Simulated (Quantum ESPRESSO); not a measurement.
Crystal: Br.

```
CELL_PARAMETERS angstrom
3.36325 -2.32255 0.00000
3.36325 2.32255 0.00000
0.00000 0.00000 8.70230
ATOMIC_POSITIONS crystal
Br 0.36510 0.63490 0.39010
Br 0.13490 0.86510 0.89010
Br 0.63490 0.36510 0.60990
Br 0.86510 0.13490 0.10990
```

Base run:

| Item | Value |
| --- | --- |
| Program | Quantum ESPRESSO 7.5 |
| Functional | PBEsol |
| Potentials or basis | GBRV 1.5 PBEsol |
| Cutoff | 612 eV |
| Density cutoff | 4898 eV |
| k mesh | 7 × 7 × 3 |
| Occupations | fermi-dirac, width 0.05 eV |
| Spin | no spin polarisation |

Its results: band gap on the k mesh 1.83 eV, indirect (least direct gap 1.84 eV); pressure 0.3 GPa; largest force 0.826 eV/Å.

Q: The run is repeated on the same cell with these changes: functional from PBEsol to r2SCAN; potentials or basis from GBRV 1.5 PBEsol to SG15 PBE 1.2; cutoff from 612 eV to 626 eV; density cutoff from 4898 eV to 2503 eV. What comes out?

A: Band gap on the k mesh 2.17 eV, indirect (least direct gap 2.19 eV); pressure 1.0 GPa; largest force 0.816 eV/Å.

Caveats: some levels on the path didn't converge; the potentials were made for another functional, which shifts forces and pressure (some runs).

A k mesh can miss the band edges.
